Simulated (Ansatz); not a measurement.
Computed with Ansatz 0.2.0, DFT PBE, scalar-relativistic, plane waves, PAW.

Settings: cutoff 420 eV, Γ-centred mesh 12×12×6 on the computed 4-atom cell, Gaussian smearing of 0.02 eV; no spin polarisation.

Structure with the computed forces (eV/Å) in the last three columns:

```xyz
4
Lattice="2.6672 0.0766 -0.0246 -1.2672 2.2801 0.0365 -0.0408 0.0462 4.4165" Properties=species:S:1:pos:R:3:forces:R:3 pbc="T T T" pressure_GPa=-35.60
B     1.3771    0.7903    4.4521   -0.5960    0.6750   -1.0570
B    -0.0718    1.6710    2.2749    1.7430   -2.1460   -1.1200
N     1.3109    0.8504    2.7192   -0.6670    1.2220    0.9940
N     0.0919    1.5056    0.5147   -0.4800    0.2490    1.1830
```

Stress tensor (GPa, compression positive):

```
-38.43 -18.59   4.96
-18.59 -41.51  -5.18
  4.96  -5.18 -26.88
```

This wurtzite form isn't the usual stable structure of the compound.